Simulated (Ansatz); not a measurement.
SnSe (zincblende type), DFT, PBE, all-electron LAPW, scalar-relativistic (Ansatz 0.2.0), on 1 thread of Arm Neoverse V2 (shared host).

Command: `ansatz run input.yaml --threads 1 --pin off --max-ram 2048MiB --backend cpu --events-out ev --progress --plain --runs-dir out`

```yaml
crystal:
  lattice:
    - [0.0, 2.776655183, 2.776655183]
    - [2.776655183, 0.0, 2.776655183]
    - [2.776655183, 2.776655183, 0.0]
  atoms:
    - { symbol: Sn, position: [0.0, 0.0, 0.0] }
    - { symbol: Se, position: [0.25, 0.25, 0.25] }
kpoints:
  mp_grid: { grid: [11, 11, 11] }
  band_path:
    path:
      - [0.0, 0.0, 0.0]
      - [-0.5, -0.5, 0.0]
      - [-0.375, -0.375, 0.25]
      - [-0.375, 0.0, 0.375]
      - [0.0, 0.0, 0.0]
      - [0.0, 0.0, 0.5]
      - [-0.5, -0.25, 0.25]
      - [-0.5, -0.5, 0.0]
    npoints: 8
scf:
  occupations: { method: fermi_dirac, width: 0.05 }
hamiltonian:
  xc: pbe
  pseudopotentials: { kind: all_electron, lapw: { basis_error: 0.001 } }
output:
  forces: true
  stress: true
  eigenvalues: true
  populations: true
  dos: { projected: true, de: 0.2, e_range: [-14, 8] }
```

**Question.** How large is the problem that the program sets up?

**Answer.** 56 irreducible k-points, 609 plane waves at Γ, 28 bands.

**Question.** About how long does it take?

**Answer.** 35 s of wall time for 7 SCF iterations. Times on shared machines scatter by tens of per cent.
